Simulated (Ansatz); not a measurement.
The system is AlAu.

```
Au Al
1.0
     3.22394    0.00000    0.00000
     0.00000    3.22394    0.00000
     0.00000    0.00000    3.22394
Au Al
1 1
Cartesian
  1.6120 1.6120 1.6120
  0.0000 0.0000 0.0000
```

The cell comes from a database or a generator and needn't be the stable form of this composition.

```yaml
Program: Ansatz 0.2.0
Task: relaxation of cell and atoms
Functional: PBEsol
Potentials_or_basis: Ansatz PAW
Cutoff: "420 eV (not typed: the program's choice for these potentials)"
k_mesh: 8 × 8 × 8
Occupations: fermi-dirac, width 0.05 eV
Spin: no spin polarisation
```

At the start: volume 16.75 Å³/atom.

Problem. Where does the relaxation end?

Solution. It ends after 5 steps and the volume is 16.02 Å³/atom (-4.4 %); space group Pm-3m (No. 221, to 0.05 Å).

The path:
```
step  energy change (eV)  largest force (eV/Å)  volume (Å³)
   1              0.0000                0.0000        33.51
   2             -0.0065                0.0000        30.84
   3             -0.0252                0.0000        32.14
   4             -0.0254                0.0000        32.03
   5             -0.0250                0.0000        32.03
```

Final structure:
```cif
data_structure
_symmetry_space_group_name_H-M 'P 1'
_symmetry_Int_Tables_number 1
_cell_length_a 3.1759
_cell_length_b 3.1759
_cell_length_c 3.1759
_cell_angle_alpha 90.000
_cell_angle_beta 90.000
_cell_angle_gamma 90.000
_cell_volume 32.03
loop_
_atom_site_label
_atom_site_type_symbol
_atom_site_fract_x
_atom_site_fract_y
_atom_site_fract_z
_atom_site_occupancy
Au1 Au 0.50000 0.50000 0.50000 1
Al1 Al 0.00000 0.00000 0.00000 1
```

Caveat: the plane-wave basis is chosen anew once the cell has moved, so the energies of steps on either side of that aren't comparable; the PAW data sets come from PBE, with cores solved anew for the run's functional, which leaves a small shift of forces and pressure.
